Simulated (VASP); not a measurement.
# Te2Mo: how cutoff and mesh change the relaxed cell, part 2 of 2

How far does the relaxed cell of Te2Mo depend on cutoff and k mesh? The starting structure is a measured crystal structure from the Crystallography Open Database. The first relaxation on each setting starts from this cell expanded by 3 % in volume.

VASP 6.6.1.

Results so far: reference 24.67 Å³ an atom; a cutoff of 240 eV 23.53 Å³ an atom.

**4. Relaxation with a 4×4×1 mesh**

Level of this step: PBEsol; plane waves and PAW (Te, Mo_sv) (VASP).

Against step 2 the input has a 4×4×1 mesh (also changed: KPAR and NCORE). This run starts from the cell of an earlier relaxation, which isn't shown; the restart sets up the plane waves anew.

INCAR

```
SYSTEM = Te2Mo
PREC = Accurate
ENCUT = 450
EDIFF = 1E-06
NELM = 100
ISMEAR = 0
SIGMA = 0.03
LREAL = .FALSE.
ALGO = Normal
GGA = PS
NBANDS = 32
LASPH = .TRUE.
LORBIT = 11
LWAVE = .FALSE.
LCHARG = .FALSE.
KPAR = 2
NCORE = 4
IBRION = 2
NSW = 50
ISIF = 3
EDIFFG = -0.006
```

POSCAR

```
Te2Mo
1.0
    3.4896051502      0.0000000000      0.0000000000
   -1.7448025751      3.0220867093      0.0000000000
    0.0000000000      0.0000000000     14.2092156544
Te Mo
4 2
Direct
    0.6666666667      0.3333333333      0.3772816570
    0.3333333333      0.6666666667      0.8772816570
    0.6666666667      0.3333333333      0.1227183430
    0.3333333333      0.6666666667      0.6227183430
    0.6666666667      0.3333333333      0.7500000000
    0.3333333333      0.6666666667      0.2500000000
```

KPOINTS

```
Automatic mesh
0
Gamma
4 4 1
0 0 0
```

The projector-augmented-wave data sets are Te and Mo_sv (PBE family, release 64).

Launch:

```sh
mpirun -np 8 vasp_std
```

What it wrote:

```text
[banner, memory and clock lines left out]
running    8 mpi-ranks, on    1 nodes
[...]
[... a notice as in an earlier step ...]

 LDA part: xc-table for (Slater+PW92), standard interpolation
 POSCAR, INCAR and KPOINTS ok, starting setup
[...]
entering main loop
       N       E                     dE             d eps       ncg     rms          rms(c)
DAV:   1     0.354852817479E+03    0.35485E+03   -0.25776E+04   312   0.130E+03
DAV:   2    -0.205057568215E+02   -0.37536E+03   -0.36620E+03   320   0.316E+02
DAV:   3    -0.404533501535E+02   -0.19948E+02   -0.19769E+02   328   0.628E+01
DAV:   4    -0.409040493777E+02   -0.45070E+00   -0.44749E+00   304   0.957E+00
[...]
DAV:  13    -0.394620177125E+02    0.39034E-04   -0.11398E-04   344   0.570E-02    0.851E-02
DAV:  14    -0.394620149686E+02    0.27439E-05   -0.11554E-05   288   0.142E-02    0.480E-02
DAV:  15    -0.394620143520E+02    0.61660E-06   -0.11516E-06   216   0.498E-03
   1 F= -.39462014E+02 E0= -.39462014E+02  d E =-.394620E+02
[...]
DAV:   6    -0.394619675564E+02   -0.12195E-05   -0.15149E-05   288   0.161E-02    0.452E-03
DAV:   7    -0.394619675703E+02   -0.13888E-07   -0.17368E-06   216   0.798E-03
   2 F= -.39461968E+02 E0= -.39461968E+02  d E =0.467817E-04
 trial-energy change:    0.000047  1 .order    0.000027   -0.000083    0.000136
 step:   0.2699(harm=  0.3790)  dis= 0.00001  next Energy=   -39.462025 (dE=-0.108E-04)
[...]
N       E                     dE             d eps       ncg     rms          rms(c)
DAV:   1    -0.394625956210E+02   -0.62806E-03   -0.12925E-02   264   0.836E-01    0.224E-01
DAV:   2    -0.394622515031E+02    0.34412E-03   -0.46617E-03   288   0.387E-01    0.101E-01
DAV:   3    -0.394620464649E+02    0.20504E-03   -0.13424E-03   288   0.153E-01    0.738E-02
DAV:   4    -0.394620308637E+02    0.15601E-04   -0.82813E-05   280   0.458E-02    0.216E-02
DAV:   5    -0.394620222563E+02    0.86074E-05   -0.47621E-05   312   0.379E-02    0.163E-02
DAV:   6    -0.394620193968E+02    0.28594E-05   -0.74417E-06   272   0.114E-02    0.317E-03
DAV:   7    -0.394620190178E+02    0.37902E-06   -0.71135E-07   152   0.534E-03
   3 F= -.39462019E+02 E0= -.39462019E+02  d E =-.466581E-05
[...]
reached required accuracy - stopping structural energy minimisation
```

Run time: 5 s. Hardware: 8 MPI ranks of Intel Xeon 6975P-C (Granite Rapids), shared host; peak memory 1.2 GiB; 36 s of CPU time.

From OUTCAR (step 4):

```text
  Total       -0.0023625     -0.0023625      0.0358244     -0.0000000      0.0000000      0.0000000
  in kB       -0.0252689     -0.0252689      0.3831755     -0.0000000      0.0000000      0.0000000
  external PRESSURE =       0.1108792 kB  Pullay stress =       0.0000000 kB

 POSITION                                       TOTAL-FORCE (eV/Angst)
 -----------------------------------------------------------------------------------
      1.74455      1.00722      5.36042         0.000000      0.000000      0.003360
     -0.00000      2.01443     12.46444        -0.000000     -0.000000      0.003360
      1.74455      1.00722      1.74360         0.000000      0.000000     -0.003360
     -0.00000      2.01443      8.84762         0.000000     -0.000000     -0.003360
      1.74455      1.00722     10.65603         0.000000     -0.000000      0.000000
     -0.00000      2.01443      3.55201        -0.000000      0.000000      0.000000
 -----------------------------------------------------------------------------------
    total drift:                               -0.000000      0.000000     -0.000000

  FREE ENERGIE OF THE ION-ELECTRON SYSTEM (eV)
  ---------------------------------------------------
  free  energy   TOTEN  =       -39.4620190178 eV

  energy  without entropy=      -39.4620190178  energy(sigma->0) =      -39.46201902

[... 1 part as in an earlier step ...]

[... 3 further parts left out ...]
[key lines of the parts left out:]
E-fermi :   8.0401
```

With a 4×4×1 mesh the cell ends at 24.966 Å³ an atom, +1.21 % from the reference, a by -0.2 % and c by +1.5 %.

**5. Relaxation with a cutoff of 600 eV**

Against step 2 the input has ENCUT = 600. This run starts from the cell of an earlier relaxation, which isn't shown; the restart sets up the plane waves anew.

Edit INCAR of step 4 so:

```diff
@@ -2,3 +2,3 @@
 PREC = Accurate
-ENCUT = 450
+ENCUT = 600
 EDIFF = 1E-06
@@ -15,4 +15,3 @@
 LCHARG = .FALSE.
-KPAR = 2
-NCORE = 4
+KPAR = 8
 IBRION = 2
```

POSCAR

```
Te2Mo
1.0
    3.4943478246      0.0000000000      0.0000000000
   -1.7471739123      3.0261939858      0.0000000000
    0.0000000000      0.0000000000     13.9996992002
Te Mo
4 2
Direct
    0.6666666667      0.3333333333      0.3790874899
    0.3333333333      0.6666666667      0.8790874899
    0.6666666667      0.3333333333      0.1209125101
    0.3333333333      0.6666666667      0.6209125101
    0.6666666667      0.3333333333      0.7500000000
    0.3333333333      0.6666666667      0.2500000000
```

KPOINTS

```
Automatic mesh
0
Gamma
9 9 2
0 0 0
```

Launch:

```sh
mpirun -np 8 vasp_std
```

What it wrote:

```text
[... set-up lines as in an earlier step ...]
 entering main loop
       N       E                     dE             d eps       ncg     rms          rms(c)
DAV:   1     0.441802180248E+03    0.44180E+03   -0.29045E+04  1736   0.163E+03
DAV:   2    -0.154279363851E+02   -0.45723E+03   -0.44845E+03  1920   0.361E+02
DAV:   3    -0.401865830461E+02   -0.24759E+02   -0.24429E+02  1888   0.712E+01
DAV:   4    -0.408445707506E+02   -0.65799E+00   -0.65556E+00  1880   0.115E+01
[...]
DAV:  15    -0.393956160387E+02    0.15055E-05   -0.17961E-06  1144   0.721E-03    0.329E-02
DAV:  16    -0.393956146550E+02    0.13837E-05   -0.33436E-06  1304   0.802E-03    0.157E-02
DAV:  17    -0.393956143454E+02    0.30966E-06   -0.64289E-07   944   0.383E-03
   1 F= -.39395614E+02 E0= -.39395614E+02  d E =-.393956E+02
[...]
reached required accuracy - stopping structural energy minimisation
```

Wall time 21 s (8 MPI ranks); peak memory 3 GiB; 2 min of CPU time.

OUTCAR, selected parts (step 5):

```text
  Total       -0.0237987     -0.0237987     -0.0095460      0.0000000      0.0000000      0.0000000
  in kB       -0.2575622     -0.2575622     -0.1033118      0.0000000      0.0000000      0.0000000
  external PRESSURE =      -0.2061454 kB  Pullay stress =       0.0000000 kB

 POSITION                                       TOTAL-FORCE (eV/Angst)
 -----------------------------------------------------------------------------------
      1.74717      1.00873      5.30711         0.000000     -0.000000     -0.000433
     -0.00000      2.01746     12.30696         0.000000      0.000000     -0.000433
      1.74717      1.00873      1.69274         0.000000     -0.000000      0.000433
     -0.00000      2.01746      8.69259         0.000000      0.000000      0.000433
      1.74717      1.00873     10.49977        -0.000000      0.000000      0.000000
     -0.00000      2.01746      3.49992         0.000000     -0.000000      0.000000
 -----------------------------------------------------------------------------------
    total drift:                               -0.000000      0.000000     -0.000000

  FREE ENERGIE OF THE ION-ELECTRON SYSTEM (eV)
  ---------------------------------------------------
  free  energy   TOTEN  =       -39.3956143454 eV

  energy  without entropy=      -39.3956143454  energy(sigma->0) =      -39.39561435

[... 2 parts as in an earlier step ...]

[... 2 further parts left out ...]
[key lines of the parts left out:]
E-fermi :   8.4313
```

With a cutoff of 600 eV the cell ends at 24.673 Å³ an atom, +0.02 % from the reference.

**6. All runs side by side**

| run | volume (Å³/atom) | change (%) | pressure left (GPa) | core minutes |
| --- | --- | --- | --- | --- |
| reference | 24.668 | - | -0.03 | 12.5 |
| a cutoff of 240 eV | 23.535 | -4.59 | 0.0 | 8.67 |
| a 4×4×1 mesh | 24.966 | 1.21 | 0.01 | 3.87 |
| a cutoff of 600 eV | 24.673 | 0.02 | -0.02 | 21.6 |

Core minutes are wall time times ranks, summed over the relaxations behind a row (those for a bulk modulus apart), on shared hosts.

**7. Outcome**

* volume of the reference: 24.67 Å³/atom
* volume against the reference, a cutoff of 240 eV: -4.59 %
* volume against the reference, a 4×4×1 mesh: +1.21 %
* volume against the reference, a cutoff of 600 eV: +0.02 %

In words: The volume moves most with a cutoff of 240 eV: -4.59 %, a by -0.9 % and c by -2.9 % against the reference (450 eV, 9×9×2 mesh). On finer settings it changes by +0.02 % with a cutoff of 600 eV. No finer mesh was run. The relaxations stop with up to 0.03 GPa left, which at a bulk modulus of 50 GPa, to name a scale, is 0.05 % of the volume, and more along a soft axis. That understates it: a restart alone still moved the volume by up to 1.8 %. The bonds form layers, and no dispersion term is on, so the spacing between them is unreliable throughout. A cell that shrinks at the lower cutoff is the usual mark of Pulay stress, the error that a plane-wave basis makes when it is kept while the volume changes. Further runs on this material are not shown.

[Lines on the potential files, build, host, timing and source positions are cut from VASP's logs without a mark.]

[Logs are printed without paths, hosts, clocks, repeated set-up lines and the standing remarks that a program may print on its own settings, such as how far it seeks lower states.]

[Hosts, paths, dates, database ids (printed as entryN), source tags and the programs' standing remarks are cut or masked in the printed files.]
